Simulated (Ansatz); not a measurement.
**Re (Fm-3m)**

The calculation used DFT PBEsol, scalar-relativistic, plane waves, PAW in Ansatz 0.2.0.

Plane waves to 420 eV, a k mesh through Γ of 18×18×18 on the computed 1-atom cell and Gaussian smearing (0.10 eV); no spin polarisation.

The structure is relaxed at this level of theory with its symmetry kept. This fcc form isn't the element's structure at ambient conditions.

```cif
data_structure
_symmetry_space_group_name_H-M 'Fm-3m'
_symmetry_Int_Tables_number 225
_cell_length_a 3.8806
_cell_length_b 3.8806
_cell_length_c 3.8806
_cell_angle_alpha 90.000
_cell_angle_beta 90.000
_cell_angle_gamma 90.000
_cell_volume 58.44
loop_
_atom_site_label
_atom_site_type_symbol
_atom_site_symmetry_multiplicity
_atom_site_Wyckoff_symbol
_atom_site_fract_x
_atom_site_fract_y
_atom_site_fract_z
_atom_site_occupancy
Re1 Re 4 a 0.00000 0.00000 0.00000 1
```

Q: Formation energy from the elements' standard states (uncorrected)?

A: +0.069 eV/atom.

Q: Density of states at the Fermi level?

A: 0.81 states/eV per cell.

Q: Löwdin character within 0.5 eV of the Fermi level?

A: Re 5d 92 %, unprojected 5 %.

Q: Bulk modulus?

A: 388 GPa.

Q: Its pressure derivative?

A: 4.3.

Q: Bader charges (e)?

A: Re (1 in the cell) 0.00.

Spin-orbit coupling is left out, which matters for the bands of heavy elements.